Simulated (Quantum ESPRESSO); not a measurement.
## Quick settings and what they miss: BeO (P6_3mc, 8 atoms in the cell)

Self-consistent single point.

```
CELL_PARAMETERS angstrom
      2.66406     0.00000     0.00000
     -1.33203     2.30715     0.00000
      0.00000     0.00000     8.72146
ATOMIC_POSITIONS crystal
  Be 0.00000 0.00000 0.00000
  Be 0.00000 0.00000 0.50000
  Be 0.66667 0.33333 0.75018
  Be 0.33333 0.66667 0.25018
  O  0.00000 0.00000 0.81216
  O  0.00000 0.00000 0.31216
  O  0.66667 0.33333 0.56329
  O  0.33333 0.66667 0.06329
```

Level of theory: PBE, GBRV 1.5 ultrasoft (PBE) pseudopotentials (plane waves; Quantum ESPRESSO 7.5).

Base settings: ecutwfc = 40 Ry; ecutrho = 200 Ry; occupations = smearing; smearing = cold; degauss = 0.019992 Ry; potentials = {Be: be_pbe_v1.4.uspp.F.UPF, O: o_pbe_v1.2.uspp.F.UPF}; K_POINTS = automatic 10 10 3 0 0 0; conv_thr = 1e-09 Ry.

Tight run (finer mesh or higher cutoff; not a proven limit): ecutwfc: 40 Ry → 56 Ry; ecutrho: 200 Ry → 280 Ry; conv_thr: 1e-09 Ry → 7.3e-11 Ry; K_POINTS: automatic 10 10 3 0 0 0 → automatic 14 14 5 0 0 0. It gave top of the valence band (on the code's own zero) 6.60 eV; gap on the k-point mesh 7.87 eV; pressure 10.90 GPa; largest force (vector length) 0.237 eV/Å.

Quick runs, as changes from the base:
- A: the base itself
- B: ecutwfc: 40 Ry → 24 Ry; ecutrho: 200 Ry → 120 Ry; smearing: cold → fd; degauss: 0.019992 Ry → 0.036749 Ry; K_POINTS: automatic 10 10 3 0 0 0 → automatic 1 1 1 0 0 0
- C: degauss: 0.019992 Ry → 0.036749 Ry; conv_thr: 1e-09 Ry → 7.3e-05 Ry; K_POINTS: automatic 10 10 3 0 0 0 → automatic 4 4 4 0 0 0
- D: ecutwfc: 40 Ry → 28 Ry; ecutrho: 200 Ry → 140 Ry; K_POINTS: automatic 10 10 3 0 0 0 → automatic 4 4 4 0 0 0
- E: ecutwfc: 40 Ry → 28 Ry; ecutrho: 200 Ry → 140 Ry; K_POINTS: automatic 10 10 3 0 0 0 → automatic 8 8 8 0 0 0
- F: ecutwfc: 40 Ry → 20 Ry; ecutrho: 200 Ry → 100 Ry; smearing: cold → mp; degauss: 0.019992 Ry → 0.0099958 Ry; K_POINTS: automatic 10 10 3 0 0 0 → automatic 8 8 8 0 0 0

Energies are extrapolated to zero smearing width, which holds to low order in the width alone (under cold and Methfessel-Paxton smearing the free energy itself is taken).

Dashes: gap of B, left out as unsure on this mesh or at this smearing.

Gaps are read on each run's own mesh, which may miss the band edges.

The count of work is k-points × plane waves × bands × iterations; it is no time. 

The starting cell was generated: these elements placed on a structure prototype, without a prior relaxation; it need not be a known phase or ordering of this composition. Its lattice was rescaled by a random factor within 2.5 % of one. In the base run, with a pressure of about 11 GPa the cell is away from its equilibrium volume at this level.

```tsv
run	energy less tight (meV/atom)	pressure less tight (GPa)	largest miss in a force vector (eV/Å)	gap on the mesh less tight (eV)	count of work / tight
A	5.8	-0.15	0.014	0.001	0.20
B	4095.7	-6.81	2.526	–	0.0033
C	9.2	0.57	0.014	0.001	0.054
D	224.7	-31.23	0.046	0.048	0.051
E	220.9	-31.26	0.034	0.052	0.19
F	2270.5	-192.26	0.186	-0.204	0.11
```

Among the runs at the tight run's level, the energy misses run from 5.8 to 4095.7 meV/atom.
